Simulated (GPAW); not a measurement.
Runs of GPAW 26.7.0 on CaSe. It takes space group F-43m (No. 216, cubic). Conventional cell: a = 6.600 Å, b = 6.600 Å, c = 6.600 Å, α = 90.00°, β = 90.00°, γ = 90.00°. Around Se (site symmetry -43m) lie 4 Ca at 2.86 Å. Ca (site symmetry -43m) has 4 Se at 2.86 Å as nearest neighbours. The cell comes from a database or a generator and needn't be the stable form of this composition.

| task | level | potentials or basis | spin | cell | k mesh | smearing | eigensolver | optimizer | fmax | max steps | convergence | gap on the mesh (eV) | pressure (GPa) |
| --- | --- | --- | --- | --- | --- | --- | --- | --- | --- | --- | --- | --- | --- |
| single point | PBE | GPAW PAW data sets (gpaw-data 1.2.1), pw | off | as given | 7 × 7 × 7 | gaussian 0.05 eV | - | - | - | - | - | 3.14 | 0.0 |
| relaxation of cell and atoms | BLYP+D4 | PAW data sets generated in the run's folder for this functional, pw | off | relaxed | 7 × 7 × 7 | gaussian 0.05 eV | davidson | FIRE | 0.05 eV/Å | 100 | density=1e-05 forces=0.0001 | 3.34 | -0.1 |
| single point | RPBE | the program's PAW data sets (release 1.2.1) made for this functional, pw | off | as given | 7 × 7 × 7 | gaussian 0.05 eV | - | - | - | - | - | 3.40 | (a) |
| single point | PBE | GPAW PAW data sets (gpaw-data 1.2.1), pw | off | as given | 7 × 7 × 7 | gaussian 0.02 eV | - | - | - | - | - | 3.14 | 0.0 |
| density of states | LDA | the program's PAW data sets (release 1.2.1) made for this functional, pw | off | as given | 7 × 7 × 7 | fermi-dirac 0.02 eV | - | - | - | - | - | (b) | -2.5 |
| band structure | PBEsol+D3(BJ) | PAW data sets generated in the run's folder for this functional, pw | SOC, no magnetisation | the cell as VASP's run set it | 5 × 5 × 5 | gaussian 0.1 eV | - | - | - | - | - | 2.90 | -2.4 |

Alike in all rows: cutoff (eV) 600.

Question: Fill in the values left out.

Answer: (a) 1.2; (b) 2.87.

Caveats: an odd mesh through Γ misses points on the zone boundary, where band edges often lie (some runs); later steps reuse the first step's grids (some runs); spin-orbit coupling was added after a scalar SCF, so levels and gaps hold it while energy, forces, pressure and moments don't (some runs); this program's spin-orbit splittings come out too wide for heavy elements (some runs).

A k mesh can miss the band edges, and rows without SOC leave out spin-orbit coupling on Se.
